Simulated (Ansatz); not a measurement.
Response of SrCl$_{2}$ to small distortions

```yaml
crystal:
  lattice:
    - [0.00000, 3.48550, 3.48550]
    - [3.48550, 0.00000, 3.48550]
    - [3.48550, 3.48550, 0.00000]
  atoms:
    - { symbol: Sr, position: [0.00000, 0.00000, 0.00000] }
    - { symbol: Cl, position: [0.25000, 0.25000, 0.25000] }
    - { symbol: Cl, position: [0.75000, 0.75000, 0.75000] }
```

Atoms are numbered in the order listed.

The geometry is COD entry 1541509, unchecked; take it as a test cell.

These are results of DFT, LDA, all-electron PAW with datasets made for the crystal, scalar-relativistic (Ansatz 0.2.0), not measurements.

Settings: a Γ-centred 8×8×8 k mesh, Fermi–Dirac smearing of 0.01 eV, cutoff 220 eV (chosen by the program for this cell), no spin polarisation.

The unchanged cell is at -2.77 GPa.

Semilocal functionals give too small gaps.

x, y and z are the Cartesian axes of the cell as listed; fractional coordinates follow a strain, and an engineering shear is twice the off-diagonal strain component.

Vzz stands for the principal value of largest size of the field-gradient tensor, whatever its axis.

Spin–orbit coupling is left out, which moves gradients at and beside heavy atoms by some per cent and at worst by a factor of two.

(1) One change gave: energy change under 1 meV/atom; stress change (xx, yy, zz, yz, xz, xy) 0.01, 0.01, 0.01, 0.14, 0.14, 0.14 GPa, compression positive; change of the force on Cl3 (-0.020, -0.020, -0.020) eV/Å; Vzz in 10²¹ V/m²: Sr1 0 → -0.73 (η = 0.00), Cl2 0 → -0.03 (η = 0.00); gap on the k mesh 4.89 → 4.89 eV. Which change was it?
A. equal xy, yz and zx engineering shear strains of +2 %
B. equal xy, yz and zx engineering shear strains of +1 %
C. equal xy, yz and zx engineering shear strains of -2 %
D. equal xy, yz and zx engineering shear strains of -1 %

Results:

(1) D. For equal xy, yz and zx engineering shear strains of -2 %: energy change +1 meV/atom; stress change (xx, yy, zz, yz, xz, xy) 0.06, 0.06, 0.06, 0.30, 0.30, 0.30 GPa, compression positive; change of the force on Cl2 (0.044, 0.044, 0.044) eV/Å; Vzz in 10²¹ V/m²: Sr1 0 → -1.51 (η = 0.00), Cl2 0 → -0.08 (η = 0.00); gap on the k mesh 4.89 → 4.89 eV. For equal xy, yz and zx engineering shear strains of +1 %: energy change under 1 meV/atom; stress change (xx, yy, zz, yz, xz, xy) 0.01, 0.01, 0.01, -0.12, -0.12, -0.12 GPa, compression positive; change of the force on Cl2 (-0.017, -0.017, -0.017) eV/Å; Vzz in 10²¹ V/m²: Sr1 0 → 0.68 (η = 0.00), Cl2 0 → 0.01 (η = 0.00); gap on the k mesh 4.89 → 4.89 eV. For equal xy, yz and zx engineering shear strains of +2 %: energy change +1 meV/atom; stress change (xx, yy, zz, yz, xz, xy) 0.05, 0.05, 0.05, -0.22, -0.22, -0.22 GPa, compression positive; change of the force on Cl2 (-0.032, -0.032, -0.032) eV/Å; Vzz in 10²¹ V/m²: Sr1 0 → 1.32 (η = 0.00), Cl2 0 → 0.01 (η = 0.00); gap on the k mesh 4.89 → 4.89 eV.
